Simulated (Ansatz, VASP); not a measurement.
## Two plane-wave programs on CsH6

```
Cs H
1.0
     5.58899    0.00000    0.00000
    -2.79449    4.84020    0.00000
     0.00000    0.00000    6.64011
Cs H
1 6
Cartesian
  0.0000 0.0000 3.3201
  1.3972 2.4201 0.3802
  -1.3972 2.4201 0.3802
  2.7945 0.0000 0.3802
  -1.3972 2.4201 6.2599
  2.7945 0.0000 6.2599
  1.3972 2.4201 6.2599
```

Change from the starting cell: species swapped into the MoCl6 type (P-31m, No. 162).

Alike in both runs: functional PBE; k mesh 9 × 9 × 6; occupations gaussian, width 0.1 eV; no spin polarisation.

Ansatz relaxed the structure, and its values are those at the end. VASP's run is a single point on that final structure, the one shown.

```csv
,VASP,Ansatz
version,VASP 6.6.1,Ansatz 0.2.0
potentials or method,"VASP PAW PBE potentials, release 64 (Cs_sv, H)","scalar-relativistic, plane waves, PAW"
plane-wave cutoff (eV),520,420
valence electrons in the cell,15,15
```

Ansatz gave:

| Quantity | Value |
| --- | --- |
| gap on the k mesh at the Fermi level (eV) | none |
| pressure (GPa) | 0.0 |
| rms of the force components (eV/Å) | 0.003 |

Question: Which values does VASP return?

Answer: gap on the k mesh at the Fermi level (eV): none; pressure (GPa): -0.1; rms of the force components (eV/Å): 0.002.

A gap of «none» marks a metal or a gap that the smearing closes. With one functional, cell and mesh, what is left measures potentials, basis and numerics. Ansatz warned: «xc_potential_rough_in_thin_density».

Spin-orbit coupling is left out, which matters for the levels of Cs.
